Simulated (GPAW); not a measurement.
The system is CoO.

```
Co O
1.0
     2.57053    0.00000    0.00000
     0.00000    2.57053    0.00000
     0.00000    0.00000    2.57053
Co O
1 1
Cartesian
  0.0000 0.0000 0.0000
  1.2853 1.2853 1.2853
```

Measurements of this composition are mostly on another form, of space group No. 225.

Base run:

| Property | Result |
| --- | --- |
| Program | GPAW 26.7.0 |
| Functional | PBEsol |
| Potentials or basis | PAW data sets generated in the run's folder for this functional |
| Cutoff | 600 eV |
| Basis | pw |
| k mesh | 7 × 7 × 7 |
| Occupations | gaussian, width 0.05 eV |
| Spin | collinear spin, ferromagnetic start |
| Starting moments | [3.0, 0.0] μB |
| Hubbard terms | Co d U = 10 eV |

Its results: pressure 13.7 GPa; site moments Co +2.77; O +0.11 μB.

Task: The run is repeated on the same cell with these changes: hubbard terms from Co d U = 10 eV to Co d U = 5 eV; fixed moment from none to 3 μB. What comes out?

Result: Pressure 8.5 GPa; site moments Co +2.67; O +0.18 μB.

Caveats: the cutoff is short for stress and forces, so pressures can be off by a GPa or more; a cell with one magnetic atom can't hold antiferromagnetic order, which such compounds often take; the total moment is fixed, so each spin has its own Fermi level (some runs).
